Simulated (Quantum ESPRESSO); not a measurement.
**TiTe2 under changes of volume**

One of the cells (26.760 Å³/atom); the others are scaled copies at fixed shape and fractional positions:

```
Te Ti
1.0
     3.77700    0.00000    0.00000
    -1.88850    3.27098    0.00000
     0.00000    0.00000    6.49800
Te Ti
2 1
Direct
  0.33333 0.66667 0.73720
  0.66667 0.33333 0.26280
  0.00000 0.00000 0.00000
```

| Property | Result |
| --- | --- |
| Program | Quantum ESPRESSO 7.5 |
| Functional | LDA |
| Potentials or basis | GBRV 1.5 LDA |
| Cutoff | 612 eV |
| Density cutoff | 4898 eV |
| k mesh | 8 × 8 × 4 |
| Occupations | fermi-dirac, width 0.05 eV |
| Spin | no spin polarisation |

```tsv
volume (Å³/atom)	energy over the lowest point (meV/atom)	pressure (GPa)	largest force (eV/Å)
25.154	0.00	0.2	0.262
25.689	?	?	?
26.225	8.86	-2.7	0.113
26.760	20.09	-4.0	0.281
27.295	35.18	-5.1	0.437
27.830	53.78	-6.1	0.583
28.365	75.47	-6.9	0.719
```

Q: What does the run at 25.689 Å³/atom give?

A: Energy over the lowest point 1.99 meV/atom; pressure -1.4 GPa; largest force 0.068 eV/Å.

Worked out: A Birch-Murnaghan fit of order 3 (a polynomial in V^(-2/3)) to the other rows has its minimum at 25.22 Å³/atom with B0 = V·E''(V) = 76 GPa and B' = 4.3 at fixed shape and positions, which overstates the stiffness. It gives 1.99 meV/atom at 25.689 Å³/atom, against the run's 1.99, and -dE/dV = -1.4 GPa, against -1.4.

Energies are extrapolated to zero smearing.
